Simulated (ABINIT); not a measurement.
ZnSe (Stilleite):

```
Se Zn
1.0
     0.00000    2.83380    2.83380
     2.83380    0.00000    2.83380
     2.83380    2.83380    0.00000
Se Zn
1 1
Direct
  0.75000 0.75000 0.75000
  0.00000 0.00000 0.00000
```

Base run:

- Program: ABINIT 10.8.3 (patched build)
- Functional: r2SCAN
- Potentials or basis: Ansatz NC r2SCAN
- Cutoff: 1578 eV
- k mesh: 6 × 6 × 6
- Occupations: fermi-dirac, width 0.05 eV
- Spin: no spin polarisation

Its results: band gap on the k mesh 1.88 eV, direct; pressure 0.0 GPa.

Question: The run is repeated on the same cell with these changes: potentials or basis from Ansatz NC r2SCAN to SG15 NC PBE v1.2; cutoff from 1578 eV to 1143 eV; valence electrons from 36 to 26. What comes out?

Answer: Band gap on the k mesh 1.79 eV, direct; pressure 0.7 GPa.

Caveats: the potentials were made for another functional, which shifts forces and pressure (some runs).
